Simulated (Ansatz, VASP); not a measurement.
One calculation of TaN, two programs

```
CELL_PARAMETERS angstrom
0.00000 2.15963 2.15963
2.15963 0.00000 2.15963
2.15963 2.15963 0.00000
ATOMIC_POSITIONS crystal
Ta 0.50000 0.50000 0.50000
N 0.00000 0.00000 0.00000
```

Alike in both runs: task single point; functional PBE; k mesh 16 × 16 × 16; occupations gaussian, width 0.1 eV; no spin polarisation.

|  | VASP | Ansatz |
| --- | --- | --- |
| version | VASP 6.6.1 | Ansatz 0.2.0 |
| potentials or method | VASP PAW PBE potentials, release 64 (Ta_pv, N) | scalar-relativistic, plane waves, PAW |
| plane-wave cutoff (eV) | 520 | 420 |
| valence electrons in the cell | 16 | 18 |

|  | VASP | Ansatz | Ansatz less VASP |
| --- | --- | --- | --- |
| gap on the k mesh at the Fermi level (eV) | none | none | - |
| pressure (GPa) | 26.9 | 25.7 | -1.12 |

A gap of «none» marks a metal or a gap that the smearing closes. With one functional, cell and mesh, what is left measures potentials, basis and numerics. The two sets of potentials don't hold the same shells in valence.

Caveats: so large a pressure means that the cell lies far from this level's equilibrium, or that cutoff or potentials fall short (VASP). Spin-orbit coupling is left out, which matters for the levels of Ta.
